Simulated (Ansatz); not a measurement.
Structure relaxation of Ga₂S

All numbers below come from Ansatz 0.2.0, DFT PBE, scalar-relativistic, plane waves, PAW. Cutoff 420 eV, Γ-centred k mesh, Gaussian smearing, no spin polarisation in the final step.

The start puts Ga₂S on the anti-rutile structure type (P4_2/mnm, No. 136), with S in place of Ti, Ga in place of O, at a guessed volume.

```
CELL_PARAMETERS angstrom
5.70298 0.00000 0.00000
0.00000 5.70298 0.00000
0.00000 0.00000 3.67329
ATOMIC_POSITIONS crystal
Ga 0.30600 0.30600 0.00000
Ga 0.19400 0.80600 0.50000
Ga 0.69400 0.69400 0.00000
Ga 0.80600 0.19400 0.50000
S 0.00000 0.00000 0.00000
S 0.50000 0.50000 0.50000
```

Steps on the 4×4×6 mesh (6 atoms). 12 of 20 steps are shown, and the free energy counts from the last. Trial steps that were taken back and renewals of the plane-wave basis can be among the rows.

```csv
step,ΔF (meV/atom),V (Å³/atom),P (GPa),largest force component (eV/Å)
1,356.7,19.91,10.96,0.696
3,167.1,23.66,1.13,0.030
4,161.1,24.24,-0.42,0.119
6,157.6,24.22,0.03,0.020
8,151.3,24.77,0.40,0.005
10,117.7,29.52,0.66,0.117
11,90.8,32.41,0.86,0.017
13,78.6,34.53,-0.23,0.054
15,56.6,34.39,1.22,0.002
17,16.9,39.46,0.56,0.004
18,7.6,41.99,0.27,0.015
20,0.0,43.93,0.23,0.006
```

Steps on the 4×4×8 mesh (6 atoms). 5 of 6 steps are shown, and the free energy counts from the last.

```
step  ΔF (meV/atom) V (Å³/atom) P (GPa) largest force component (eV/Å)
   1            7.8        43.93     0.21                           0.009
   2            5.8        45.15     0.19                           0.010
   3            1.6        49.33     0.07                           0.003
   4            1.1        51.77     0.05                           0.018
   6            0.0        51.82     0.03                           0.002
```

A final relaxation ran on a 4×4×8 mesh. The relaxed crystal, P4_2/mnm (No. 136):

```
Ga S
1.0
     9.33330    0.00000    0.00000
     0.00000    9.33330    0.00000
     0.00000    0.00000    3.56898
Ga S
4 2
Direct
  0.36452 0.36452 0.00000
  0.13548 0.86452 0.50000
  0.63548 0.63548 0.00000
  0.86452 0.13548 0.50000
  0.00000 0.00000 0.00000
  0.50000 0.50000 0.50000
```

```yaml
Volume_per_atom: 51.8 Å³
Density: 1.8 g/cm³
Energy_over_the_elements: 0.012 eV/atom
Gap_on_the_4×4×8_mesh: 1.17 eV
```

Formation energies are uncorrected and refer to the elements' standard structures at the same level.

The final run used a 4×4×8 mesh on its 6-atom cell and 0.02 eV smearing. No dispersion correction is applied, so the spacing between layers, chains or molecules is poorly fixed, and with it the volume and density.

Symmetry constrained the relaxation, so the result can be a saddle point.

Cost: 4 runs of about 12 core-minutes in all, on AMD EPYC (Zen 3) (shared hosts).